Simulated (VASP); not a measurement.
## Pt: single point with PBE

Slab: Pt, a slab with vacuum.

```
Pt
1.0
     2.80508    0.00000    0.00000
     0.00000    3.96698    0.00000
     0.00000    0.00000   19.20761
Pt
4
Direct
  0.50000 0.50000 0.39637
  0.00000 0.00000 0.45714
  0.50000 0.50000 0.54286
  0.00000 0.00000 0.60363
```

The slab is cut from a database's or a generator's crystal, which needn't be the stable form of the element.

```yaml
Program: VASP 6.6.1
Task: single point
Functional: PBE
Potentials_or_basis: VASP PAW PBE potentials, release 64 (Pt)
Cutoff: 520 eV
k_mesh: 14 × 10 × 1
Occupations: methfessel-paxton, width 0.1 eV
Spin: no spin polarisation
```

```
Largest force                   : 0.019 eV/Å
Band gap on the k mesh          : none (metal or under the smearing width)
Work function of the upper face : 5.46 eV
Work function of the lower face : 5.46 eV
```

Forces in eV/Å, atoms in the order of the input:
```
Pt   0.000  0.000 -0.002
Pt   0.000  0.000  0.019
Pt   0.000  0.000 -0.019
Pt   0.000  0.000  0.002
```

Levels at points of the mesh, in eV from the Fermi level:
| k point | band 18 | band 19 | band 20 | band 21 | band 22 | band 23 |
| --- | --- | --- | --- | --- | --- | --- |
| (0.00, 0.00, 0.00) | -0.87 | -0.72 | -0.29 | -0.04 | 0.51 | 0.51 |
| (0.50, 0.00, 0.00) | -0.29 | 0.17 | 0.17 | 2.12 | 2.12 | 2.59 |
| (0.00, 0.50, 0.00) | -0.40 | -0.11 | -0.11 | 0.09 | 0.09 | 0.10 |
| (0.50, 0.50, 0.00) | 0.10 | 0.15 | 0.15 | 1.75 | 1.75 | 5.36 |

Core levels (eV, on the scale of the bands):
```tsv
atom	levels
1 Pt	1s -78398.4, 2s -13768.0, 2p -11928.3, 3s -3231.9, 3p -2696.4, 3d -2116.8, 4s -692.2, 4p -516.7, 4d -303.7, 4f -67.2, 5s -98.7, 5p -52.8
2 Pt	1s -78399.2, 2s -13768.8, 2p -11929.1, 3s -3232.6, 3p -2697.1, 3d -2117.5, 4s -692.9, 4p -517.4, 4d -304.5, 4f -67.9, 5s -99.3, 5p -53.4
3 Pt	1s -78399.2, 2s -13768.8, 2p -11929.1, 3s -3232.6, 3p -2697.1, 3d -2117.5, 4s -692.9, 4p -517.4, 4d -304.5, 4f -67.9, 5s -99.3, 5p -53.4
4 Pt	1s -78398.4, 2s -13768.0, 2p -11928.3, 3s -3231.9, 3p -2696.4, 3d -2116.8, 4s -692.2, 4p -516.7, 4d -303.7, 4f -67.2, 5s -98.7, 5p -52.8
```

Wall time 2.2 min on 2 MPI ranks on AMD EPYC 9R45 96-Core Processor (Zen 5), on a shared host, peak memory 0.4 GiB a rank.

The run has no spin-orbit coupling, so splittings on Pt are missing.
